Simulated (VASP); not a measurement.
Input of a VASP 6.6.1 run:

File POSCAR:

```
MoSe2
1.0
    3.2880000000      0.0000000000      0.0000000000
   -1.6440000000      2.8474915276      0.0000000000
    0.0000000000      0.0000000000     12.9000000000
Mo Se
2 4
Direct
    0.6666666667      0.3333333333      0.7500000000
    0.3333333333      0.6666666667      0.2500000000
    0.6666666667      0.3333333333      0.3750000000
    0.3333333333      0.6666666667      0.8750000000
    0.6666666667      0.3333333333      0.1250000000
    0.3333333333      0.6666666667      0.6250000000
```

The input INCAR.step1:

```
SYSTEM = MoSe2
  PREC = Accurate
  ENCUT = 520
  EDIFF = 1E-6
  ISMEAR = -1
  SIGMA = 0.05
  LREAL = .False.
  LASPH = .True.
  NELM = 80
  ALGO = Fast
  ISIF = 2
  LWAVE = .False.
  LCHARG = .True.
  LMAXMIX = 4
  GGA = RE
  NBANDS = 35
```

File KPOINTS.step1:

```
Automatic mesh
0
Gamma
  9 9 2
  0 0 0
```

INCAR.step2

```
SYSTEM = MoSe2
  PREC = Accurate
  ENCUT = 520
  EDIFF = 1E-6
  ISMEAR = 0
  SIGMA = 0.05
  LREAL = .False.
  LASPH = .True.
  NELM = 80
  ALGO = Fast
  ISIF = 2
  LWAVE = .False.
  LCHARG = .False.
  LMAXMIX = 4
  GGA = RE
  NBANDS = 35
  ICHARG = 11
```

File KPOINTS.step2:

```
path GMKGALHA,LM,KH
10
line-mode
reciprocal
 0.0000000000  0.0000000000  0.0000000000  G
 0.5000000000  0.0000000000  0.0000000000  M

 0.5000000000  0.0000000000  0.0000000000  M
 0.3333333333  0.3333333333  0.0000000000  K

 0.3333333333  0.3333333333  0.0000000000  K
 0.0000000000  0.0000000000  0.0000000000  G

 0.0000000000  0.0000000000  0.0000000000  G
 0.0000000000  0.0000000000  0.5000000000  A

 0.0000000000  0.0000000000  0.5000000000  A
 0.5000000000  0.0000000000  0.5000000000  L

 0.5000000000  0.0000000000  0.5000000000  L
 0.3333333333  0.3333333333  0.5000000000  H

 0.3333333333  0.3333333333  0.5000000000  H
 0.0000000000  0.0000000000  0.5000000000  A

 0.5000000000  0.0000000000  0.5000000000  L
 0.5000000000  0.0000000000  0.0000000000  M

 0.3333333333  0.3333333333  0.0000000000  K
 0.3333333333  0.3333333333  0.5000000000  H
```

Potentials or basis: VASP PAW PBE potentials, release 64 (Mo_sv, Se).

Run with:

```bash
$ cat potpaw_PBE.64/Mo_sv/POTCAR potpaw_PBE.64/Se/POTCAR > POTCAR
$ cp INCAR.step1 INCAR
$ cp KPOINTS.step1 KPOINTS
$ mpirun -np 1 vasp_std > vasp.out
$ cp INCAR.step2 INCAR
$ cp KPOINTS.step2 KPOINTS
$ mpirun -np 1 vasp_std > vasp.out
```

Task: Predict the band gap along the path.

Result: 0.88 eV, indirect (least direct gap 1.38 eV).

Task: What does it give for the band gap on the k mesh?

Result: 0.89 eV, indirect (least direct gap 1.38 eV).

Levels at the corners of the path, in eV from the valence-band top:
| point | band 23 | band 24 | band 25 | band 26 | band 27 | band 28 | band 29 | band 30 |
| --- | --- | --- | --- | --- | --- | --- | --- | --- |
| Γ | -1.83 | -1.07 | -0.88 | 0.00 | 2.41 | 2.41 | 2.46 | 2.46 |
| M | -1.40 | -1.32 | -1.21 | -1.21 | 1.37 | 1.42 | 1.75 | 2.00 |
| M | -1.40 | -1.32 | -1.21 | -1.21 | 1.37 | 1.42 | 1.75 | 2.00 |
| K | -2.47 | -2.47 | -0.65 | -0.49 | 0.89 | 0.89 | 1.80 | 2.69 |
| K | -2.47 | -2.47 | -0.65 | -0.49 | 0.89 | 0.89 | 1.80 | 2.69 |
| Γ | -1.83 | -1.07 | -0.88 | 0.00 | 2.41 | 2.41 | 2.46 | 2.46 |
| Γ | -1.83 | -1.07 | -0.88 | 0.00 | 2.41 | 2.41 | 2.46 | 2.46 |
| A | -1.85 | -1.85 | -0.20 | -0.20 | 2.43 | 2.43 | 2.43 | 2.43 |
| A | -1.85 | -1.85 | -0.20 | -0.20 | 2.43 | 2.43 | 2.43 | 2.43 |
| L | -1.31 | -1.31 | -1.25 | -1.25 | 1.39 | 1.39 | 1.89 | 1.89 |
| L | -1.31 | -1.31 | -1.25 | -1.25 | 1.39 | 1.39 | 1.89 | 1.89 |
| H | -2.61 | -2.61 | -0.58 | -0.58 | 0.89 | 0.89 | 2.24 | 2.24 |
| H | -2.61 | -2.61 | -0.58 | -0.58 | 0.89 | 0.89 | 2.24 | 2.24 |
| A | -1.85 | -1.85 | -0.20 | -0.20 | 2.43 | 2.43 | 2.43 | 2.43 |
| L | -1.31 | -1.31 | -1.25 | -1.25 | 1.39 | 1.39 | 1.89 | 1.89 |
| M | -1.40 | -1.32 | -1.21 | -1.21 | 1.37 | 1.42 | 1.75 | 2.00 |
| K | -2.47 | -2.47 | -0.65 | -0.49 | 0.89 | 0.89 | 1.80 | 2.69 |
| H | -2.61 | -2.61 | -0.58 | -0.58 | 0.89 | 0.89 | 2.24 | 2.24 |

Caveat: the log is that of the step along the path at fixed density, whose energy, stress, charges and moments have no meaning.
